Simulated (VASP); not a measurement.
# PtS2 (P-3m1) in VASP: notebook, part 6 of 9

VASP 6.6.1. The steps go on from the part before.

### 60 Equation of state, r2SCAN, 18.81 Å³/atom

Input file INCAR:

```
PREC     = Accurate       # precision mode
ENCUT    = 400            # plane-wave cutoff, eV
EDIFF    = 1E-7           # SCF threshold, eV
ISMEAR   = 0              # smearing method
SIGMA    = 0.05           # smearing width, eV
LREAL    = Auto         
LASPH    = T              # aspherical terms in the spheres
NELM     = 100            # most SCF steps
ALGO     = Normal         # electronic algorithm
ISIF     = 2              # what is computed and relaxed
LWAVE    = F              # write WAVECAR
LCHARG   = F              # write CHGCAR
METAGGA  = R2SCAN         # meta-GGA
LMIXTAU  = T            
ADDGRID  = F
```

Input file KPOINTS:

```
Automatic mesh
0
Gamma
  4 4 2
```

Input file POSCAR:

```
PtS2
1.0
    3.5782834698      0.0000000000      0.0000000000
   -1.7891417349      3.0988843868      0.0000000000
    0.0000000000      0.0000000000      5.0886923537
Pt S
1 2
Direct
    0.0000000000      0.0000000000      0.0000000000
    0.6666666667      0.3333333333      0.7730000000
    0.3333333333      0.6666666667      0.2270000000
```

Potentials or basis: VASP PAW PBE potentials, release 64 (Pt, S).

Launch:

```bash
$ cat potpaw_PBE.64/Pt/POTCAR potpaw_PBE.64/S/POTCAR > POTCAR
$ mpirun -np 1 vasp_std > vasp.out
```

It took 24 s on 1 thread of Intel Xeon Platinum 8559C (Emerald Rapids), shared host; peak memory 0.16 GiB.

The run converged, but some of its settings lie outside the range that counts as converged, so its numbers aren't taken as properties of the crystal.

What came out:

- Free energy: -68.8246 eV
- Pressure: 4.2 GPa
- Largest force: 0.849 eV/Å
- Band gap on the k mesh: 1.26 eV, indirect (least direct gap 1.93 eV)

Caveat: the k mesh is coarse (spacing up to 0.62 Å⁻¹), so the values aren't converged; the PAW data sets were made with another functional, which shifts forces and pressure a little; spin-orbit coupling is left out, which moves the levels of the heavy elements.

### 61 Equation of state, r2SCAN, 17.71 Å³/atom

INCAR: that of step 60 with these lines changed.

```diff
@@ -2,6 +2,6 @@
 ENCUT    = 400            # plane-wave cutoff, eV
-EDIFF    = 1E-7           # SCF threshold, eV
+EDIFF    = 0.01           # SCF threshold, eV
 ISMEAR   = 0              # smearing method
 SIGMA    = 0.05           # smearing width, eV
-LREAL    = Auto         
+LREAL    = F              # projectors in reciprocal space
 LASPH    = T              # aspherical terms in the spheres
```

KPOINTS is that of step 60.

Input file POSCAR:

```
PtS2
1.0
    3.5074076539      0.0000000000      0.0000000000
   -1.7537038269      3.0375041297      0.0000000000
    0.0000000000      0.0000000000      4.9878995503
Pt S
1 2
Direct
    0.0000000000      0.0000000000      0.0000000000
    0.6666666667      0.3333333333      0.7730000000
    0.3333333333      0.6666666667      0.2270000000
```

Launch:

```bash
$ cat potpaw_PBE.64/Pt/POTCAR potpaw_PBE.64/S/POTCAR > POTCAR
$ mpirun -np 1 vasp_std > vasp.out
```

It took 10 s on 1 thread of Intel Xeon Platinum 8559C (Emerald Rapids), shared host; peak memory 0.15 GiB.

These settings aren't checked as converged: the numbers below hold their error.

Results:

- Free energy: -68.6169 eV
- Pressure: 13.4 GPa
- Largest force: 1.790 eV/Å
- Band gap on the k mesh: 1.38 eV, indirect (least direct gap 2.00 eV)

Caveat: the k mesh is coarse (spacing up to 0.63 Å⁻¹), so the values aren't converged; the PAW data sets were made with another functional, which shifts forces and pressure a little; spin-orbit coupling is left out, which moves the levels of the heavy elements.

### 62 Equation of state, r2SCAN, 18.81 Å³/atom

INCAR is that of step 61.

KPOINTS is that of step 61.

Input file POSCAR:

```
PtS2
1.0
    3.5782834698      0.0000000000      0.0000000000
   -1.7891417349      3.0988843868      0.0000000000
    0.0000000000      0.0000000000      5.0886923537
Pt S
1 2
Direct
    0.0000000000      0.0000000000      0.0000000000
    0.6666666667      0.3333333333      0.7730000000
    0.3333333333      0.6666666667      0.2270000000
```

Launch:

```bash
$ cat potpaw_PBE.64/Pt/POTCAR potpaw_PBE.64/S/POTCAR > POTCAR
$ mpirun -np 1 vasp_std > vasp.out
```

Wall time 12 s (1 thread of Intel Xeon Platinum 8559C (Emerald Rapids), shared host); peak memory 0.15 GiB.

These settings aren't checked as converged: the numbers below hold their error.

Results:

```yaml
Free_energy: -68.8179 eV
Pressure: 3.1 GPa
Largest_force: 0.863 eV/Å
Band_gap_on_the_k_mesh: 1.27 eV, indirect (least direct gap 1.93 eV)
```

Caveat: the k mesh is coarse (spacing up to 0.62 Å⁻¹), so the values aren't converged; the PAW data sets were made with another functional, which shifts forces and pressure a little; spin-orbit coupling is left out, which moves the levels of the heavy elements.

### 63 Equation of state, r2SCAN, 17.71 Å³/atom

INCAR: that of step 62 with these lines changed.

```diff
@@ -2,3 +2,3 @@
 ENCUT    = 400            # plane-wave cutoff, eV
-EDIFF    = 0.01           # SCF threshold, eV
+EDIFF    = 0.001          # SCF threshold, eV
 ISMEAR   = 0              # smearing method
```

KPOINTS is that of step 62.

Input file POSCAR:

```
PtS2
1.0
    3.5074076539      0.0000000000      0.0000000000
   -1.7537038269      3.0375041297      0.0000000000
    0.0000000000      0.0000000000      4.9878995503
Pt S
1 2
Direct
    0.0000000000      0.0000000000      0.0000000000
    0.6666666667      0.3333333333      0.7730000000
    0.3333333333      0.6666666667      0.2270000000
```

Potentials or basis: VASP PAW PBE potentials, release 64 (Pt, S).

Launch:

```bash
$ cat potpaw_PBE.64/Pt/POTCAR potpaw_PBE.64/S/POTCAR > POTCAR
$ mpirun -np 1 vasp_std > vasp.out
```

Run time: 13 s. Hardware: 1 thread of Intel Xeon Platinum 8559C (Emerald Rapids), shared host; peak memory 0.15 GiB.

The run converged, but some of its settings lie outside the range that counts as converged, so its numbers aren't taken as properties of the crystal.

Results:

```yaml
Free_energy: -68.6306 eV
Pressure: 14.1 GPa
Largest_force: 1.805 eV/Å
Band_gap_on_the_k_mesh: 1.37 eV, indirect (least direct gap 2.00 eV)
```

Caveat: the k mesh is coarse (spacing up to 0.63 Å⁻¹), so the values aren't converged; the PAW data sets were made with another functional, which shifts forces and pressure a little; spin-orbit coupling is left out, which moves the levels of the heavy elements.

### 64 Equation of state, r2SCAN, 18.81 Å³/atom

INCAR is that of step 63.

KPOINTS is that of step 63.

Input file POSCAR:

```
PtS2
1.0
    3.5782834698      0.0000000000      0.0000000000
   -1.7891417349      3.0988843868      0.0000000000
    0.0000000000      0.0000000000      5.0886923537
Pt S
1 2
Direct
    0.0000000000      0.0000000000      0.0000000000
    0.6666666667      0.3333333333      0.7730000000
    0.3333333333      0.6666666667      0.2270000000
```

Launch:

```bash
$ cat potpaw_PBE.64/Pt/POTCAR potpaw_PBE.64/S/POTCAR > POTCAR
$ mpirun -np 1 vasp_std > vasp.out
```

Run time: 13 s. Hardware: 1 thread of Intel Xeon Platinum 8559C (Emerald Rapids), shared host; peak memory 0.15 GiB.

These settings aren't checked as converged: the numbers below hold their error.

Results:

* Free energy: -68.8236 eV
* Pressure: 4.2 GPa
* Largest force: 0.851 eV/Å
* Band gap on the k mesh: 1.26 eV, indirect (least direct gap 1.93 eV)

Caveat: the k mesh is coarse (spacing up to 0.62 Å⁻¹), so the values aren't converged; the PAW data sets were made with another functional, which shifts forces and pressure a little; spin-orbit coupling is left out, which moves the levels of the heavy elements.

### 65 Equation of state, r2SCAN, 17.71 Å³/atom

INCAR: that of step 64 with these lines changed.

```diff
@@ -2,3 +2,3 @@
 ENCUT    = 400            # plane-wave cutoff, eV
-EDIFF    = 0.001          # SCF threshold, eV
+EDIFF    = 1E-4           # SCF threshold, eV
 ISMEAR   = 0              # smearing method
```

KPOINTS is that of step 64.

Input file POSCAR:

```
PtS2
1.0
    3.5074076539      0.0000000000      0.0000000000
   -1.7537038269      3.0375041297      0.0000000000
    0.0000000000      0.0000000000      4.9878995503
Pt S
1 2
Direct
    0.0000000000      0.0000000000      0.0000000000
    0.6666666667      0.3333333333      0.7730000000
    0.3333333333      0.6666666667      0.2270000000
```

Launch:

```bash
$ cat potpaw_PBE.64/Pt/POTCAR potpaw_PBE.64/S/POTCAR > POTCAR
$ mpirun -np 1 vasp_std > vasp.out
```

Wall time 13 s (1 thread of Intel Xeon Platinum 8559C (Emerald Rapids), shared host); peak memory 0.15 GiB.

The run converged, but some of its settings lie outside the range that counts as converged, so its numbers aren't taken as properties of the crystal.

What came out:

```yaml
Free_energy: -68.6317 eV
Pressure: 14.6 GPa
Largest_force: 1.814 eV/Å
Band_gap_on_the_k_mesh: 1.37 eV, indirect (least direct gap 2.00 eV)
```

Caveat: the k mesh is coarse (spacing up to 0.63 Å⁻¹), so the values aren't converged; the PAW data sets were made with another functional, which shifts forces and pressure a little; spin-orbit coupling is left out, which moves the levels of the heavy elements.

### 66 Equation of state, r2SCAN, 18.81 Å³/atom

INCAR is that of step 65.

KPOINTS is that of step 65.

Input file POSCAR:

```
PtS2
1.0
    3.5782834698      0.0000000000      0.0000000000
   -1.7891417349      3.0988843868      0.0000000000
    0.0000000000      0.0000000000      5.0886923537
Pt S
1 2
Direct
    0.0000000000      0.0000000000      0.0000000000
    0.6666666667      0.3333333333      0.7730000000
    0.3333333333      0.6666666667      0.2270000000
```

Potentials or basis: VASP PAW PBE potentials, release 64 (Pt, S).

Launch:

```bash
$ cat potpaw_PBE.64/Pt/POTCAR potpaw_PBE.64/S/POTCAR > POTCAR
$ mpirun -np 1 vasp_std > vasp.out
```

Wall time 14 s (1 thread of Intel Xeon Platinum 8559C (Emerald Rapids), shared host); peak memory 0.15 GiB.

The run converged, but some of its settings lie outside the range that counts as converged, so its numbers aren't taken as properties of the crystal.

Results:

* Free energy: -68.8236 eV
* Pressure: 4.1 GPa
* Largest force: 0.847 eV/Å
* Band gap on the k mesh: 1.27 eV, indirect (least direct gap 1.93 eV)

Caveat: the k mesh is coarse (spacing up to 0.62 Å⁻¹), so the values aren't converged; the PAW data sets were made with another functional, which shifts forces and pressure a little; spin-orbit coupling is left out, which moves the levels of the heavy elements.

### 67 Equation of state, r2SCAN, 17.71 Å³/atom

INCAR: that of step 66 with these lines changed.

```diff
@@ -2,3 +2,3 @@
 ENCUT    = 400            # plane-wave cutoff, eV
-EDIFF    = 1E-4           # SCF threshold, eV
+EDIFF    = 1E-5           # SCF threshold, eV
 ISMEAR   = 0              # smearing method
```

KPOINTS is that of step 66.

Input file POSCAR:

```
PtS2
1.0
    3.5074076539      0.0000000000      0.0000000000
   -1.7537038269      3.0375041297      0.0000000000
    0.0000000000      0.0000000000      4.9878995503
Pt S
1 2
Direct
    0.0000000000      0.0000000000      0.0000000000
    0.6666666667      0.3333333333      0.7730000000
    0.3333333333      0.6666666667      0.2270000000
```

Launch:

```bash
$ cat potpaw_PBE.64/Pt/POTCAR potpaw_PBE.64/S/POTCAR > POTCAR
$ mpirun -np 1 vasp_std > vasp.out
```

Wall time 16 s (1 thread of Intel Xeon Platinum 8559C (Emerald Rapids), shared host); peak memory 0.15 GiB.

The run converged, but some of its settings lie outside the range that counts as converged, so its numbers aren't taken as properties of the crystal.

What came out:

```
Free energy            : -68.6321 eV
Pressure               : 14.9 GPa
Largest force          : 1.809 eV/Å
Band gap on the k mesh : 1.37 eV, indirect (least direct gap 2.00 eV)
```

Caveat: the k mesh is coarse (spacing up to 0.63 Å⁻¹), so the values aren't converged; the PAW data sets were made with another functional, which shifts forces and pressure a little; spin-orbit coupling is left out, which moves the levels of the heavy elements.

### 68 Equation of state, r2SCAN, 18.81 Å³/atom

INCAR is that of step 67.

KPOINTS is that of step 67.

Input file POSCAR:

```
PtS2
1.0
    3.5782834698      0.0000000000      0.0000000000
   -1.7891417349      3.0988843868      0.0000000000
    0.0000000000      0.0000000000      5.0886923537
Pt S
1 2
Direct
    0.0000000000      0.0000000000      0.0000000000
    0.6666666667      0.3333333333      0.7730000000
    0.3333333333      0.6666666667      0.2270000000
```

Launch:

```bash
$ cat potpaw_PBE.64/Pt/POTCAR potpaw_PBE.64/S/POTCAR > POTCAR
$ mpirun -np 1 vasp_std > vasp.out
```

Run time: 14 s. Hardware: 1 thread of Intel Xeon Platinum 8559C (Emerald Rapids), shared host; peak memory 0.15 GiB.

These settings aren't checked as converged: the numbers below hold their error.

Results:

```
Free energy            : -68.8236 eV
Pressure               : 4.2 GPa
Largest force          : 0.847 eV/Å
Band gap on the k mesh : 1.26 eV, indirect (least direct gap 1.93 eV)
```

Caveat: the k mesh is coarse (spacing up to 0.62 Å⁻¹), so the values aren't converged; the PAW data sets were made with another functional, which shifts forces and pressure a little; spin-orbit coupling is left out, which moves the levels of the heavy elements.

### 69 Equation of state, r2SCAN, 17.71 Å³/atom

INCAR: that of step 68 with these lines changed.

```diff
@@ -2,3 +2,3 @@
 ENCUT    = 400            # plane-wave cutoff, eV
-EDIFF    = 1E-5           # SCF threshold, eV
+EDIFF    = 1E-6           # SCF threshold, eV
 ISMEAR   = 0              # smearing method
```

KPOINTS is that of step 68.

Input file POSCAR:

```
PtS2
1.0
    3.5074076539      0.0000000000      0.0000000000
   -1.7537038269      3.0375041297      0.0000000000
    0.0000000000      0.0000000000      4.9878995503
Pt S
1 2
Direct
    0.0000000000      0.0000000000      0.0000000000
    0.6666666667      0.3333333333      0.7730000000
    0.3333333333      0.6666666667      0.2270000000
```

Potentials or basis: VASP PAW PBE potentials, release 64 (Pt, S).

Launch:

```bash
$ cat potpaw_PBE.64/Pt/POTCAR potpaw_PBE.64/S/POTCAR > POTCAR
$ mpirun -np 1 vasp_std > vasp.out
```

Run time: 17 s. Hardware: 1 thread of Intel Xeon Platinum 8559C (Emerald Rapids), shared host; peak memory 0.15 GiB.

These settings aren't checked as converged: the numbers below hold their error.

Results:

* Free energy: -68.6321 eV
* Pressure: 14.9 GPa
* Largest force: 1.809 eV/Å
* Band gap on the k mesh: 1.37 eV, indirect (least direct gap 2.00 eV)

Caveat: the k mesh is coarse (spacing up to 0.63 Å⁻¹), so the values aren't converged; the PAW data sets were made with another functional, which shifts forces and pressure a little; spin-orbit coupling is left out, which moves the levels of the heavy elements.

### 70 Equation of state, r2SCAN, 18.81 Å³/atom

INCAR is that of step 69.

KPOINTS is that of step 69.

Input file POSCAR:

```
PtS2
1.0
    3.5782834698      0.0000000000      0.0000000000
   -1.7891417349      3.0988843868      0.0000000000
    0.0000000000      0.0000000000      5.0886923537
Pt S
1 2
Direct
    0.0000000000      0.0000000000      0.0000000000
    0.6666666667      0.3333333333      0.7730000000
    0.3333333333      0.6666666667      0.2270000000
```

Launch:

```bash
$ cat potpaw_PBE.64/Pt/POTCAR potpaw_PBE.64/S/POTCAR > POTCAR
$ mpirun -np 1 vasp_std > vasp.out
```

It took 19 s on 1 thread of Intel Xeon Platinum 8559C (Emerald Rapids), shared host; peak memory 0.15 GiB.

The run converged, but some of its settings lie outside the range that counts as converged, so its numbers aren't taken as properties of the crystal.

Results:

| Property | Result |
| --- | --- |
| Free energy | -68.8237 eV |
| Pressure | 4.2 GPa |
| Largest force | 0.848 eV/Å |
| Band gap on the k mesh | 1.26 eV, indirect (least direct gap 1.93 eV) |

Caveat: the k mesh is coarse (spacing up to 0.62 Å⁻¹), so the values aren't converged; the PAW data sets were made with another functional, which shifts forces and pressure a little; spin-orbit coupling is left out, which moves the levels of the heavy elements.

### 71 Equation of state, r2SCAN, 17.71 Å³/atom

INCAR: that of step 70 with these lines changed.

```diff
@@ -2,3 +2,3 @@
 ENCUT    = 400            # plane-wave cutoff, eV
-EDIFF    = 1E-6           # SCF threshold, eV
+EDIFF    = 1E-7           # SCF threshold, eV
 ISMEAR   = 0              # smearing method
@@ -14,2 +14,2 @@
 LMIXTAU  = T            
-ADDGRID  = F
+ADDGRID  = T
```

KPOINTS is that of step 70.

Input file POSCAR:

```
PtS2
1.0
    3.5074076539      0.0000000000      0.0000000000
   -1.7537038269      3.0375041297      0.0000000000
    0.0000000000      0.0000000000      4.9878995503
Pt S
1 2
Direct
    0.0000000000      0.0000000000      0.0000000000
    0.6666666667      0.3333333333      0.7730000000
    0.3333333333      0.6666666667      0.2270000000
```

Launch:

```bash
$ cat potpaw_PBE.64/Pt/POTCAR potpaw_PBE.64/S/POTCAR > POTCAR
$ mpirun -np 1 vasp_std > vasp.out
```

Wall time 21 s (1 thread of Intel Xeon Platinum 8559C (Emerald Rapids), shared host); peak memory 0.23 GiB.

The run converged, but some of its settings lie outside the range that counts as converged, so its numbers aren't taken as properties of the crystal.

What came out:

```yaml
Free_energy: -68.6321 eV
Pressure: 14.9 GPa
Largest_force: 1.809 eV/Å
Band_gap_on_the_k_mesh: 1.37 eV, indirect (least direct gap 2.00 eV)
```

Caveat: the k mesh is coarse (spacing up to 0.63 Å⁻¹), so the values aren't converged; the PAW data sets were made with another functional, which shifts forces and pressure a little; spin-orbit coupling is left out, which moves the levels of the heavy elements.

### 72 Equation of state, r2SCAN, 18.81 Å³/atom

INCAR is that of step 71.

KPOINTS is that of step 71.

Input file POSCAR:

```
PtS2
1.0
    3.5782834698      0.0000000000      0.0000000000
   -1.7891417349      3.0988843868      0.0000000000
    0.0000000000      0.0000000000      5.0886923537
Pt S
1 2
Direct
    0.0000000000      0.0000000000      0.0000000000
    0.6666666667      0.3333333333      0.7730000000
    0.3333333333      0.6666666667      0.2270000000
```

Potentials or basis: VASP PAW PBE potentials, release 64 (Pt, S).

Launch:

```bash
$ cat potpaw_PBE.64/Pt/POTCAR potpaw_PBE.64/S/POTCAR > POTCAR
$ mpirun -np 1 vasp_std > vasp.out
```

It took 27 s on 1 thread of Intel Xeon Platinum 8559C (Emerald Rapids), shared host; peak memory 0.22 GiB.

The run converged, but some of its settings lie outside the range that counts as converged, so its numbers aren't taken as properties of the crystal.

What came out:

```
Free energy            : -68.8237 eV
Pressure               : 4.2 GPa
Largest force          : 0.848 eV/Å
Band gap on the k mesh : 1.26 eV, indirect (least direct gap 1.93 eV)
```

Caveat: the k mesh is coarse (spacing up to 0.62 Å⁻¹), so the values aren't converged; the PAW data sets were made with another functional, which shifts forces and pressure a little; spin-orbit coupling is left out, which moves the levels of the heavy elements.

### 73 Equation of state, r2SCAN, 17.71 Å³/atom

INCAR: that of step 72 with these lines changed.

```diff
@@ -6,3 +6,3 @@
 LREAL    = F              # projectors in reciprocal space
-LASPH    = T              # aspherical terms in the spheres
+LASPH    = F              # aspherical terms in the spheres
 NELM     = 100            # most SCF steps
@@ -14,2 +14,2 @@
 LMIXTAU  = T            
-ADDGRID  = T
+ADDGRID  = F
```

KPOINTS is that of step 72.

Input file POSCAR:

```
PtS2
1.0
    3.5074076539      0.0000000000      0.0000000000
   -1.7537038269      3.0375041297      0.0000000000
    0.0000000000      0.0000000000      4.9878995503
Pt S
1 2
Direct
    0.0000000000      0.0000000000      0.0000000000
    0.6666666667      0.3333333333      0.7730000000
    0.3333333333      0.6666666667      0.2270000000
```

Launch:

```bash
$ cat potpaw_PBE.64/Pt/POTCAR potpaw_PBE.64/S/POTCAR > POTCAR
$ mpirun -np 1 vasp_std > vasp.out
```

Run time: 15 s. Hardware: 1 thread of Intel Xeon Platinum 8559C (Emerald Rapids), shared host; peak memory 0.15 GiB.

These settings aren't checked as converged: the numbers below hold their error.

What came out:

| Quantity | Value |
| --- | --- |
| Free energy | -68.6103 eV |
| Pressure | 15.0 GPa |
| Largest force | 1.805 eV/Å |
| Band gap on the k mesh | 1.36 eV, indirect (least direct gap 1.98 eV) |

Caveat: the k mesh is coarse (spacing up to 0.63 Å⁻¹), so the values aren't converged; the PAW data sets were made with another functional, which shifts forces and pressure a little; spin-orbit coupling is left out, which moves the levels of the heavy elements.

### 74 Equation of state, r2SCAN, 18.81 Å³/atom

INCAR is that of step 73.

KPOINTS is that of step 73.

Input file POSCAR:

```
PtS2
1.0
    3.5782834698      0.0000000000      0.0000000000
   -1.7891417349      3.0988843868      0.0000000000
    0.0000000000      0.0000000000      5.0886923537
Pt S
1 2
Direct
    0.0000000000      0.0000000000      0.0000000000
    0.6666666667      0.3333333333      0.7730000000
    0.3333333333      0.6666666667      0.2270000000
```

Launch:

```bash
$ cat potpaw_PBE.64/Pt/POTCAR potpaw_PBE.64/S/POTCAR > POTCAR
$ mpirun -np 1 vasp_std > vasp.out
```

Wall time 13 s (1 thread of Intel Xeon Platinum 8559C (Emerald Rapids), shared host); peak memory 0.15 GiB.

These settings aren't checked as converged: the numbers below hold their error.

What came out:

- Free energy: -68.8034 eV
- Pressure: 4.2 GPa
- Largest force: 0.843 eV/Å
- Band gap on the k mesh: 1.25 eV, indirect (least direct gap 1.91 eV)

Caveat: the k mesh is coarse (spacing up to 0.62 Å⁻¹), so the values aren't converged; the PAW data sets were made with another functional, which shifts forces and pressure a little; spin-orbit coupling is left out, which moves the levels of the heavy elements.

(Continued in part 7 of 9.)
